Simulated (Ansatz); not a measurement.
Crystal: SnO2.

```
Sn O
1.0
    -5.37331    5.37331    1.61623
     5.37331   -5.37331    1.61623
     5.37331    5.37331   -1.61623
Sn O
4 8
Direct
  0.35108 0.83107 0.18214
  0.83107 0.64892 0.47999
  0.16893 0.35108 0.52001
  0.64892 0.16893 0.81786
  0.20560 0.15493 0.36053
  0.84507 0.20560 0.05067
  0.79440 0.84507 0.63947
  0.15493 0.79440 0.94933
  0.16104 0.54296 0.70400
  0.54296 0.83896 0.38192
  0.45704 0.16104 0.61808
  0.83896 0.45704 0.29600
```

Measurements of this composition are mostly on another form, of space group No. 136.

| Property | Result |
| --- | --- |
| Program | Ansatz 0.2.0 |
| Task | relaxation of cell and atoms |
| Functional | PBE |
| Dispersion | D4 |
| Potentials or basis | Ansatz PAW |
| Cutoff | 420 eV (not typed: the program's choice for these potentials) |
| k mesh | 9 × 9 × 9 |
| Occupations | fermi-dirac, width 0.05 eV |
| Spin | no spin polarisation |

At the start: volume 15.55 Å³/atom.

Problem. Where does the relaxation end?

Solution. It ends after 9 steps and the volume is 15.37 Å³/atom (-1.2 %); space group I4/m (No. 87, to 0.05 Å).

Step by step:
```tsv
step	energy change (eV)	largest force (eV/Å)	volume (Å³)
1	0.0000	0.2712	186.66
2	-0.0324	0.2116	185.37
3	-0.0429	0.0589	184.22
4	-0.0429	0.0263	184.43
5	-0.0421	0.0152	184.63
6	-0.0423	0.0034	184.60
7	-0.0339	0.0033	184.60
8	-0.0345	0.0008	184.48
9	-0.0340	0.0008	184.48
```

Final structure:
```
CELL_PARAMETERS angstrom
-5.35536 5.35536 1.60806
5.35536 -5.35536 1.60806
5.35536 5.35536 -1.60806
ATOMIC_POSITIONS crystal
Sn 0.35001 0.83321 0.18323
Sn 0.83321 0.64999 0.48320
Sn 0.16679 0.35001 0.51680
Sn 0.64999 0.16679 0.81677
O 0.20767 0.15547 0.36314
O 0.84453 0.20767 0.05220
O 0.79233 0.84453 0.63686
O 0.15547 0.79233 0.94780
O 0.15983 0.54189 0.70172
O 0.54189 0.84017 0.38205
O 0.45811 0.15983 0.61795
O 0.84017 0.45811 0.29828
```

Caveat: the plane-wave basis is chosen anew once the cell has moved, so the energies of steps on either side of that aren't comparable; the pressure holds a Pulay correction of +0.7 GPa for the finite cutoff.
